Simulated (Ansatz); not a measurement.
# Energy landscape near a Sc structure

Computed with Ansatz 0.2.0, DFT PBE, scalar-relativistic, plane waves, PAW.

Plane waves to 420 eV, a k mesh through Γ of 16×16×16 on the computed 1-atom cell and Gaussian smearing (0.10 eV); no spin polarisation.

Reference cell:

```xyz
1
Lattice="0.0000 2.2705 2.2705 2.2705 0.0000 2.2705 2.2705 2.2705 0.0000" Properties=species:S:1:pos:R:3 pbc="T T T"
Sc    0.0000    0.0000    0.0000
```

Each variant moves atoms of this cell by the vectors given, if any (Å), and then applies a symmetric strain (tensor components, Cartesian axes). The reference cell isn't relaxed at this level. Energies are per atom at zero smearing, counted from the lowest variant. Pressure is positive in compression.

1. strain (xx yy zz yz xz xy, %) -0.63 -0.63 -0.63 0.00 0.00 0.00
2. strain (xx yy zz yz xz xy, %) 0.78 0.78 0.78 0.00 0.00 0.00
3. strain (xx yy zz yz xz xy, %) -1.28 -1.28 -1.28 0.00 0.00 0.00
4. strain (xx yy zz yz xz xy, %) -3.81 -3.81 -3.81 0.00 0.00 0.00

| result | ΔE (meV/atom) | P (GPa) |
| --- | --- | --- |
| A | 29.7 | 5.34 |
| B | 0.0 | 1.51 |
| C | 114.8 | 11.23 |
| D | 16.6 | 4.04 |

Problem. Which variant gave which result?

Solution. A is 3, B is 2, C is 4, D is 1. The pressure falls as the cell grows: from the smallest volume to the largest the variants are 4, 3, 1, 2.

This fcc form isn't the element's structure at ambient conditions.